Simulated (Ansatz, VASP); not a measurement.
## Two plane-wave programs on MgS

```
Mg S
1.0
     0.00000    2.83088    2.83088
     2.83088    0.00000    2.83088
     2.83088    2.83088    0.00000
Mg S
1 1
Direct
  0.00000 0.00000 0.00000
  0.25000 0.25000 0.25000
```

The cell was built by a generator and needn't be a form met in nature.

Alike in both runs: task single point; functional PBE; k mesh 8 × 8 × 8; occupations fermi-dirac, width 0.02 eV; no spin polarisation.

|  | VASP | Ansatz |
| --- | --- | --- |
| version | VASP 6.6.1 | Ansatz 0.2.0 |
| potentials or method | VASP PAW PBE potentials, release 64 (Mg, S) | plane waves, PAW |
| plane-wave cutoff (eV) | 520 | 420 |
| valence electrons in the cell | 8 | 16 |

|  | VASP | Ansatz | Ansatz less VASP |
| --- | --- | --- | --- |
| gap on the k mesh at the Fermi level (eV) | 3.46 | 3.47 | +0.008 |
| pressure (GPa) | 0.9 | 1.1 | +0.15 |

The two sets of potentials don't hold the same shells in valence.

A k mesh can miss the band edges. A hybrid or GW would open this gap; PBE tends to underestimate it.
